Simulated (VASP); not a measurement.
## PbS (Galena): single point with PBEsol

Crystal: PbS (Galena).

```
Pb S
1.0
     0.00000    2.96575    2.96575
     2.96575    0.00000    2.96575
     2.96575    2.96575    0.00000
Pb S
1 1
Direct
  0.00000 0.00000 0.00000
  0.50000 0.50000 0.50000
```

```yaml
Program: VASP 6.6.1
Task: single point
Functional: PBEsol
Potentials_or_basis: VASP PAW PBE potentials, release 64 (Pb_d, S)
Cutoff: 520 eV
k_mesh: 8 × 8 × 8
Occupations: fermi-dirac, width 0.05 eV
Spin: no spin polarisation
Ladder: free
Further_INCAR_settings: ALGO = Normal; EDIFF = 1e-07; NBANDS = 17
```

```
Pressure               : -0.9 GPa
Band gap on the k mesh : 0.25 eV, direct
```

Levels at points of the mesh, in eV from the valence-band top:
```
           k point  band 7  band 8  band 9  band 10  band 11  band 12  band 13  band 14
(0.00, 0.00, 0.00)   -6.06   -2.17   -2.17    -2.17     5.16     5.16     5.16     6.64
(0.50, 0.00, 0.00)   -8.90   -1.77   -1.77     0.00     0.25     1.90     1.90     8.49
(0.50, 0.50, 0.00)   -7.24   -5.25   -3.46    -3.46     3.72     5.53     5.64     5.64
```

It took 22 s on 1 thread of Intel(R) Xeon(R) Platinum 8175M CPU @ 2.50GHz (Skylake/Cascade Lake) (shared host), peak memory 0.18 GiB.

Caveat: the PAW data sets were made with another functional, which shifts forces and pressure a little; spin-orbit coupling is left out, which as a rule narrows the gap of such compounds by several tenths of an eV. A k mesh can miss the band edges.
